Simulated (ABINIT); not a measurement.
Runs of ABINIT 10.8.3 (patched build) on Au. It takes space group Fm-3m (No. 225, cubic). The conventional cell has a = 4.070 Å, b = 4.070 Å, c = 4.070 Å, α = 90.00°, β = 90.00°, γ = 90.00°. Around Au (site symmetry m-3m) lie 12 Au at 2.88 Å. 

```csv
task,level,potentials or basis,cell,k mesh,cutoff (eV),smearing,cutoff smearing ecutsm (Ha),bands in the sums,broadening (eV),scissor shift (eV),tensor components,gap on the mesh (eV),pressure (GPa)
optical spectrum,PBE,PseudoDojo NC SR PBE v0.5 standard,cell relaxed at zero pressure by an earlier run,"12 × 12 × 12, with 4 shifts",1034,gaussian 0.2 eV,0.5,16,0.15,0,[11],-,-0.7
relaxation of cell and atoms,PBE,PseudoDojo NC SR PBE v0.5 standard,relaxed,8 × 8 × 8,1034,fermi-dirac 0.05 eV,0.5,-,-,-,-,none,0.0
optical spectrum,PBEsol,PseudoDojo NC SR PBEsol v0.4.1 standard,as given,"12 × 12 × 12, with 4 shifts",871,gaussian 0.1 eV,-,16,0.05,0,[11],-,(a)
single point,PBEsol,PseudoDojo NC SR PBEsol v0.4.1 standard,as given,8 × 8 × 8,871,fermi-dirac 0.05 eV,-,-,-,-,-,none,0.7
single point,PBE,PseudoDojo NC SR PBE v0.5 standard,cell relaxed,8 × 8 × 8,1034,fermi-dirac 0.05 eV,-,-,-,-,-,none,0.0
```

Alike in all rows: no spin polarisation.

Task: Estimate the missing entries.

Result: (a) -0.3.

Caveats: the intraband (Drude) term is left out (some runs); spectra need much finer meshes, so this one isn't converged (some runs); independent-particle spectra lack excitons (some runs); the cutoff is short for stress, so the pressure is rough (some runs).

A k mesh can miss the band edges, and the runs leave out spin-orbit coupling on Au.

A gap of «none» marks a metal or a gap under the smearing width.
